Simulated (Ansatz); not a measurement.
# Cu: the cost of one run

Computed with Ansatz 0.2.0 (DFT r2SCAN, scalar-relativistic, plane waves, PAW, unless a step's input says otherwise).

## Step 1: The system as given

The structure is orthorhombic, space group Pmmm (No. 47). The conventional cell has a = 2.556 Å, b = 3.615 Å, c = 31.893 Å, α = 90.00°, β = 90.00°, γ = 90.00°. Around Cu (site symmetry mm2) lie 7 Cu at 2.42 to 2.56 Å. Cu (site symmetry mm2) is surrounded by 11 Cu at 2.48 to 2.57 Å. Around Cu (site symmetry mm2) lie 12 Cu at 2.42 to 2.57 Å. Around Cu (site symmetry mm2) lie 12 Cu at 2.51 to 2.56 Å. Around Cu (site symmetry mm2) lie 12 Cu at 2.49 to 2.56 Å. Cu (site symmetry mm2) is surrounded by 12 Cu at 2.50 to 2.56 Å. Cu (site symmetry mmm) has 12 Cu at 2.51 to 2.56 Å as nearest neighbours.

Structure file:

```cif
data_structure
_symmetry_space_group_name_H-M 'Pmmm'
_symmetry_Int_Tables_number 47
_cell_length_a 2.5562
_cell_length_b 3.6150
_cell_length_c 31.8933
_cell_angle_alpha 90.000
_cell_angle_beta 90.000
_cell_angle_gamma 90.000
_cell_volume 294.71
loop_
_atom_site_label
_atom_site_type_symbol
_atom_site_symmetry_multiplicity
_atom_site_Wyckoff_symbol
_atom_site_fract_x
_atom_site_fract_y
_atom_site_fract_z
_atom_site_occupancy
Cu1 Cu 2 q 0.00000 0.00000 0.22811 1
Cu2 Cu 2 t 0.50000 0.50000 0.26292 1
Cu3 Cu 2 q 0.00000 0.00000 0.30400 1
Cu4 Cu 2 t 0.50000 0.50000 0.34270 1
Cu5 Cu 2 q 0.00000 0.00000 0.38214 1
Cu6 Cu 2 t 0.50000 0.50000 0.42139 1
Cu7 Cu 2 q 0.00000 0.00000 0.46068 1
Cu8 Cu 1 h 0.50000 0.50000 0.50000 1
```

## Step 2: Relaxing the atoms: Cu15 slab, no spin

The input, input.yaml:

```yaml
crystal:
  lattice:
    - [3.615, 0.0, 0.0]
    - [0.0, 2.556191, 0.0]
    - [0.0, 0.0, 31.893337]
  atoms:
    - { symbol: Cu, position: [1.0, 1.0, 0.228106] }
    - { symbol: Cu, position: [0.5, 0.5, 0.262916] }
    - { symbol: Cu, position: [1.0, 0.0, 0.303997] }
    - { symbol: Cu, position: [0.5, 0.5, 0.3427] }
    - { symbol: Cu, position: [1.0, 0.0, 0.382138] }
    - { symbol: Cu, position: [0.5, 0.5, 0.421395] }
    - { symbol: Cu, position: [1.0, 0.0, 0.460678] }
    - { symbol: Cu, position: [0.5, 0.5, 0.5] }
    - { symbol: Cu, position: [0.0, 0.0, 0.539322] }
    - { symbol: Cu, position: [0.5, 0.5, 0.578605] }
    - { symbol: Cu, position: [0.0, 0.0, 0.617862] }
    - { symbol: Cu, position: [0.5, 0.5, 0.6573] }
    - { symbol: Cu, position: [0.0, 1.0, 0.696003] }
    - { symbol: Cu, position: [0.5, 0.5, 0.737084] }
    - { symbol: Cu, position: [0.0, 0.0, 0.771894] }
scf:
  occupations: { method: gaussian, width: 0.1 }
output:
  forces: true
  stress: false
  write_density: true
  write_potential: true
  elf: true
  volumetric_format: npy
hamiltonian:
  xc: r2scan
kpoints:
  mp_grid: { grid: [11, 15, 1] }
relax:
  f_tol: 0.01
efield:
  axis: 3
  dipole_correction: true
```

Started as:

```
$ ansatz run input.yaml --threads 8 --pin off --max-ram 20480MiB --backend cpu --events-out ev --progress --plain --runs-dir out
```

Q: Estimate wall time and peak memory on 8 threads of Arm Neoverse V2, shared host.

About 4.4 min, with a peak of 5.8 GiB.
